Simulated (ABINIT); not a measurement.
Runs of ABINIT 10.8.3 (patched build) on SnTe. It takes space group Fm-3m (No. 225, cubic). The conventional cell has a = 6.302 Å, b = 6.302 Å, c = 6.302 Å, α = 90.00°, β = 90.00°, γ = 90.00°. Te (site symmetry m-3m) has 6 Sn at 3.15 Å as nearest neighbours. Around Sn (site symmetry m-3m) lie 6 Te at 3.15 Å. 

```csv
task,level,potentials or basis,cell,k mesh,cutoff (eV),smearing,stop of the response cycle (tolvrs),acoustic sum rule (asr),q points,q points (reduced),fine-grid cutoff,mesh quality,pressure (GPa),relaxed volume (Å³/atom)
dielectric tensor,LDA,PseudoDojo NC SR LDA v0.4.1 standard,as given,"4 × 4 × 4, with 4 shifts",925,fixed,1e-09,1,-,-,-,not flagged,(c),-
single point,PBE,SPMS NC PBE v1.0,as given,5 × 5 × 5,707,fermi-dirac 0.05 eV,-,-,-,-,-,not flagged,2.3,-
phonons at a zone-boundary q,LDA,PseudoDojo NC SR LDA v0.4.1 standard,as given,"2 × 2 × 2, with 4 shifts",925,fixed,1e-09,-,["L"],"[[0.5, 0.5, 0.5]]",-,coarse,-3.4,-
dielectric tensor,LDA,JTH PAW LDA v2.0 sp,as given,"4 × 4 × 4, with 4 shifts",272,fixed,1e-08,1,-,-,544.228 eV,not flagged,-1.4,-
relaxation of cell and atoms,LDA,PseudoDojo NC SR LDA v0.4.1 standard,relaxed,5 × 5 × 5,1088,fermi-dirac 0.05 eV,-,-,-,-,-,not flagged,0.0,30.27
dielectric tensor,PBE,SG15 NC PBE v1.2,as given,"4 × 4 × 4, with 4 shifts",707,fixed,1e-10,1,-,-,-,not flagged,2.5,-
phonon dispersion,PBE,PseudoDojo NC SR PBE v0.4.1 standard,as given,"4 × 4 × 4, with 4 shifts",952,fixed,1e-08,1,-,-,-,not flagged,(b),-
relaxation of cell and atoms,PBE,SPMS NC PBE v1.0,relaxed,5 × 5 × 5,707,fermi-dirac 0.05 eV,-,-,-,-,-,not flagged,0.0,32.94
single point,PBE,PseudoDojo NC SR PBE v0.4.1 standard,as given,5 × 5 × 5,952,fermi-dirac 0.05 eV,-,-,-,-,-,not flagged,(a),-
relaxation of cell and atoms,PBEsol,PseudoDojo NC SR PBEsol v0.4.1 standard,relaxed,5 × 5 × 5,1088,fermi-dirac 0.05 eV,-,-,-,-,-,not flagged,0.0,31.07
```

Alike in all rows: no spin polarisation.

Estimate the missing entries.

(a) 2.1; (b) 2.4; (c) -1.7.

Caveats: some runs use coarse meshes; this set keeps more shells in the core, which shifts pressures and gaps (some runs).

Not every run made on this cell is shown here.
